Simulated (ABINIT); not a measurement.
Runs of ABINIT 10.8.3 (patched build) on PtSe2 (Sudovikovite). Symmetry: P-3m1, No. 164, trigonal system. The conventional cell has a = 3.724 Å, b = 3.724 Å, c = 5.062 Å, α = 90.00°, β = 90.00°, γ = 120.00°. Pt (site symmetry -3m) is surrounded by 6 Se at 2.49 Å. Se (site symmetry 3m) is surrounded by 3 Pt at 2.49 Å. 

| level | potentials or basis | cutoff (eV) | fine-grid cutoff | gap on the mesh (eV) | pressure (GPa) | largest force (eV/Å) |
| --- | --- | --- | --- | --- | --- | --- |
| PBEsol | PseudoDojo NC SR PBEsol v0.4.1 standard | 1061 | - | none | 1.5 | 0.32 |
| PBEsol | JTH PAW PBE v2.0 | 327 | 653.073 eV | none | - | (a) |
| PBEsol | PseudoDojo NC SR PBEsol v0.4.1 standard | 1170 | - | none | (b) | 0.32 |
| LDA | PseudoDojo NC SR LDA v0.4.1 standard | 1088 | - | none | -0.8 | 0.18 |

Alike in all rows: task single point; no spin polarisation; cell as given; k mesh 6 × 6 × 4; smearing fermi-dirac 0.05 eV.

Question: Fill in the values left out.

Answer: (a) 0.47; (b) 2.0.

Caveats: the PAW data sets were made with another functional, which shifts forces and pressure a little (some runs); the atomic spheres overlap (some runs).

A k mesh can miss the band edges, and the runs leave out spin-orbit coupling on Pt, Se.

A gap of «none» marks a metal or a gap under the smearing width.

The runs don't all hold the same shells in valence.

Runs at the PBE level aren't shown here.
